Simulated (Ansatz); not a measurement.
**HfB2: frozen-core PAW against all-electron methods**

```xyz
3
Lattice="3.1400 0.0000 0.0000 -1.5700 2.7193 0.0000 0.0000 0.0000 3.4800" Properties=species:S:1:pos:R:3 pbc="T T T"
Hf    0.0000    0.0000    0.0000
B     0.0000    1.8129    1.7400
B     1.5700    0.9064    1.7400
```

Atoms are numbered in the order listed.

The cell is COD entry 1510711, as deposited and not checked against the literature; nothing was relaxed.

Spin–orbit coupling is left out, though it moves levels of the heavy atoms by tenths of an eV or more.

Levels of theory: DFT, PBE, PAW with Ansatz's default frozen-core files, scalar-relativistic (Ansatz 0.2.0); DFT, PBE, all-electron PAW with datasets made for the crystal, scalar-relativistic (Ansatz 0.2.0); DFT, PBE, all-electron LAPW, scalar-relativistic (Ansatz 0.2.0).

For PAW: a Γ-centred 15×15×12 k mesh, Fermi–Dirac smearing of 0.03 eV, cutoff 420 eV, no spin polarisation. The crystal-made all-electron datasets (AE datasets) take a cutoff of 400 eV at this cell. LAPW targets a basis error of 1 meV/atom. The Ansatz runs share mesh, smearing and spin set-up. Plane-wave (PAW) pressures include the program's estimate of the Pulay term.

Stress and pressure are positive in compression.

No spin–orbit coupling: at heavy atoms the gradients can be off by tens of per cent for that reason.

In a metal, gradients converge slowly with the k mesh: the values move by tens of per cent from one mesh to another, at times in sign, so only the comparison on one mesh counts.

Levels count from the Fermi level.

```tsv
quantity	PAW	AE datasets	LAPW
pressure (GPa)	?	1.43	1.43
highest filled level at L (eV)	-2.720	-2.721	-2.721
lowest empty level at L (eV)	3.990	3.995	3.995
highest filled level at K (eV)	-2.627	-2.627	-2.627
lowest empty level at K (eV)	1.694	1.694	1.695
field gradient Vzz at Hf1 (10²¹ V/m²)	?	?	–
```

(1) Fill in "AE datasets" for the row "field gradient Vzz at Hf1 (10²¹ V/m²)".

(2) Give the missing entry: row "pressure (GPa)", column "PAW".

(3) What belongs in the row "field gradient Vzz at Hf1 (10²¹ V/m²)", column "PAW"?

## Answers

(1) 11.00.

(2) 1.35.

(3) 10.63.
